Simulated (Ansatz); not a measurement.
# Stack of 1T-VSe2 under blue phosphorene, upper layer turned by 180° in a perpendicular field, part 2 of 2

Wanted: the out-of-plane response of the stack of 1T-VSe2 under blue phosphorene, upper layer turned by 180°. A positive field points along +c.

Ansatz 0.2.0; plane-wave DFT, RPBE+U-D3(BJ), Ansatz PAW.

So far. Step 7 (Atoms held, field -0.2 V/Å): The dipole is -0.0710 e·Å, -0.0811 e·Å from its value without field. Step 8 (Single point, field 0.35 V/Å): The dipole is 0.152 e·Å, 0.142 e·Å from its value without field.

## (9) Response, atoms held (continued)

Local field over the applied field, running mean. From the potentials at -0.1 and 0.1 V/Å; running mean over 2.5 Å. Table of local field over applied field by z:

```
z (Å)  local field over applied field
  4.5                           0.998
  5.0                           0.993
  5.5                           0.982
  6.0                           0.955
  6.5                           0.893
  7.0                           0.772
  7.5                           0.608
  8.0                           0.432
  8.5                           0.260
  9.0                           0.126
  9.5                          0.0575
 10.0                          0.0322
 10.5                          0.0217
 11.0                          0.0217
 11.5                          0.0235
 12.0                          0.0195
 12.5                          0.0215
 13.0                          0.0272
 13.5                          0.0250
 14.0                          0.0243
 14.5                          0.0346
 15.0                          0.0626
 15.5                           0.146
 16.0                           0.294
 16.5                           0.468
 17.0                           0.643
 17.5                           0.803
 18.0                           0.910
 18.5                           0.963
 19.0                           0.985
 19.5                           0.995
 20.0                           0.998
```

The induced electron density oscillates, so the rows of the table below give means over windows of 1 Å about each position, cut where the curve ends. Its maxima inside the range that stand out by 2 % of the span (Å: e/Å³ per V/Å): 7.9: 0.00364, 10.6: 6.0e-4, 11.4: 4.5e-4, 13.0: -2.5e-6, 14.2: 8.4e-4, 15.6: -3.7e-4. Its minima: 10.2: -9.2e-4, 11.0: -2.2e-4, 12.3: -3.0e-4, 13.5: -3.1e-4, 15.0: -9.7e-4, 16.5: -0.00367.

Electrons, planar mean, per unit field. Table of induced electron density by z; means over each step:

```csv
z (Å),induced electron density (e/Å³ per V/Å)
5,3.7e-5
6,2.5e-4
7,0.00142
8,0.00298
9,8.5e-4
10,-3.3e-4
11,2.4e-4
12,-5.0e-5
13,-1.1e-4
14,3.2e-4
15,-5.4e-4
16,-0.00207
17,-0.00240
18,-5.1e-4
19,-8.1e-5
20,-1.2e-5
```

By hand: between -0.1 and 0.1 V/Å the dipole changes by 0.08107 e·Å, a slope of 0.4053 e·Å²/V. A perfect conductor of thickness t has p = ε₀AEt, so t = 180.95 × 0.4053 / 8.426 = 8.71 Å (e/ε₀ = 180.95 V·Å, A in Å²).

The induced dipole is that of a conductor 8.71 Å thick.

## (10) A changed input

This step: plane-wave DFT, RPBE+U-D3(BJ), Ansatz PAW (Ansatz 0.2.0).

An input spoilt on purpose, to show how the run answers: it repeats the earlier run at 0.1 V/Å with efield.ramp_width from 0.06 to 0.9, and scf.max_iter set to 50.

The input, input.yaml:

```yaml
crystal:
  lattice:
    - [3.119211824, 0.0, 0.0]
    - [-1.559605912, 2.7013166794, 0.0]
    - [0.0, 0.0, 24.3653770119]
  atoms:
    - { symbol: Se, position: [0.6666666667, 0.3333333333, 0.3693765951], spin: -0.08 }
    - { symbol: V, position: [0.0, 0.0, 0.4356232205], spin: 0.9 }
    - { symbol: Se, position: [0.3333333333, 0.6666666667, 0.50107424], spin: -0.06 }
    - { symbol: P, position: [0.6666666667, 0.3333333333, 0.5799974217], spin: -0.01 }
    - { symbol: P, position: [0.0, 0.0, 0.6306234049], spin: -0.01 }
magnetization:
  spin_polarized: true
kpoints:
  mp_grid: { grid: [18, 18, 1] }
  band_path:
    path: [[0, 0, 0], [0.5, 0, 0], [0.33333333, 0.33333333, 0], [0, 0, 0]]
    npoints: 16
hamiltonian:
  xc: rpbe
  dispersion: d3bj
  hubbard: { sites: [{ species: V, l: d, u_eff: 2.0 }] }
scf:
  occupations: { method: fermi_dirac, width: 0.05 }
  convergence: { dr2_threshold: 1.0e-10 }
  max_iter: 50
efield:
  axis: 3
  dipole_correction: true
  ramp_position: 0.97
  ramp_width: 0.9
  amplitude: 0.1
output:
  write_potential: true
  write_density: true
  volumetric_format: npy
```

On the command line:

```bash
$ ansatz run input.yaml --threads 4 --pin off --max-ram 6144MiB --backend cpu --events-out ev --progress --plain --runs-dir out
```

The job ended after 0.66 s (4 threads of Arm Neoverse V2, shared host; peak memory 0.54 GiB).

The program refused the input before any cycle.

The program's message: “Error: efield: ion 0 (Se) at fractional coordinate 0.3694 along the field axis lies inside the sawtooth ramp with 2 of the planes that the density is read on at each end, [0.9589, 0.8811] — the ramp m …”

The fault put into the input: a ramp so wide that it reaches the atoms.

## (11) The same run with other settings: efield.amplitude = -0.2

Another changed input: it repeats the earlier run at 0.1 V/Å with efield.amplitude from 0.1 to -0.2.

Changes to input.yaml since step 10:

```diff
@@ -25,3 +25,2 @@
   convergence: { dr2_threshold: 1.0e-10 }
-  max_iter: 50
 efield:
@@ -30,4 +29,4 @@
   ramp_position: 0.97
-  ramp_width: 0.9
-  amplitude: 0.1
+  ramp_width: 0.06
+  amplitude: -0.2
 output:
```

The job ended after 7.3 min (4 threads; peak memory 2.8 GiB; 29 min of CPU time).

Numbers from this step:

```
energy at zero smearing : -15393.8583 eV
total moment            : 0.7353 μB
site moments            : -0.07052, 0.7837, -0.04834, -0.01073, -0.006191 μB
dipole along the normal : -0.07101 e·Å
```

Deep bands are left out, so band numbers here count from the lowest band kept and differ from the log's. Electronic bands along the path, in eV, zero at the Fermi level; # counts the bands kept:

```
  point  up #8  up #10  up #11  up #12  down #7  down #8  down #9  down #10
      Γ  -0.77    0.82    0.82    1.54    -0.46     0.76     0.76      0.88
halfway  -1.37   -0.78    0.84    0.86    -2.07    -0.83    -0.68      0.04
      M  -1.95   -1.07    0.65    0.83    -2.62    -1.67    -1.08     -0.70
halfway  -2.87   -0.08    0.46    1.00    -3.26    -2.75    -1.86      0.75
      K  -2.97    0.04    0.63    0.75    -3.10    -2.97    -2.66      1.00
halfway  -1.96   -0.55    0.58    1.19    -2.58    -1.76    -0.85      0.63
      Γ  -0.77    0.82    0.82    1.54    -0.46     0.76     0.76      0.88
```

| quantity | this run | earlier run | difference |
| --- | --- | --- | --- |
| dipole along the normal (e·Å) | -0.07101 | 0.05062 | -0.12 |
| total moment (μB) | 0.7353 | 0.7339 | 0.0014 |

The applied field differs, and the slope found earlier predicts a dipole of -0.0710 e·Å; this run gives -0.0710 e·Å, in line with it.

## (12) Outcome

| Property | Result |
| --- | --- |
| gap without field | none |
| work function, upper face | 4.47 eV |
| step between the vacuum levels | -0.217 eV |
| equivalent conductor thickness, atoms held | 8.71 Å |

In words: The induced dipole equals that of a perfect conductor 8.71 Å thick, while the outer atoms lie 6.37 Å apart. The two faces differ: the vacuum level above lies 0.22 eV lower than the one below. There is no gap over 0.03 eV, with or without the field. The magnetic order is the one reached from the typed start; other orders were not compared. Spin-orbit coupling is left out. After relaxation neighbouring layers come as close as 1.9 Å along the normal, so they are bonded in part and no longer a van der Waals stack.

[Logs are printed without paths, hosts, clocks, repeated set-up lines and the standing remarks that a program may print on its own settings, such as how far it seeks lower states.]

[Hosts, paths, dates, database ids (printed as entryN), source tags and the programs' standing remarks are cut or masked in the printed files.]

[Maps of the electrostatic potential energy from Ansatz leave out the sawtooth potential of an applied field or a dipole correction, so their vacuum need not be flat; planar profiles and work functions include it.]
